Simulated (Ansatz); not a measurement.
Runs of Ansatz 0.2.0 on TiCo3. It takes space group Pm-3m (No. 221, cubic). The conventional cell has a = 3.571 Å, b = 3.571 Å, c = 3.571 Å, α = 90.00°, β = 90.00°, γ = 90.00°. Co (site symmetry 4/mmm) is surrounded by 8 Co at 2.53 Å and 4 Ti at 2.53 Å. Ti (site symmetry m-3m) has 12 Co at 2.53 Å as nearest neighbours. 

| potentials or basis | cutoff (eV) | basis error allowed | pressure (GPa) | moment (μB) |
| --- | --- | --- | --- | --- |
| all-electron PAW datasets made for the crystal | 300 | - | -3.9 | 2.51 |
| all-electron LAPW, inner shells corrected to Dirac's equation | 276 | 0.002 eV/atom | -3.9 | 2.51 |
| all-electron LAPW, scalar-relativistic | 276 | 0.002 eV/atom | -3.9 | 2.51 |
| all-electron LAPW, non-relativistic | 276 | 0.002 eV/atom | (a) | 2.50 |

Alike in all rows: task band structure; level PBEsol; spin collinear, ferromagnetic start; cell as given; k mesh 8 × 8 × 8; smearing fermi-dirac 0.05 eV.

Problem. Fill in the values left out.

Solution. (a) -0.9.

Caveats: the starting moments weren't kept.
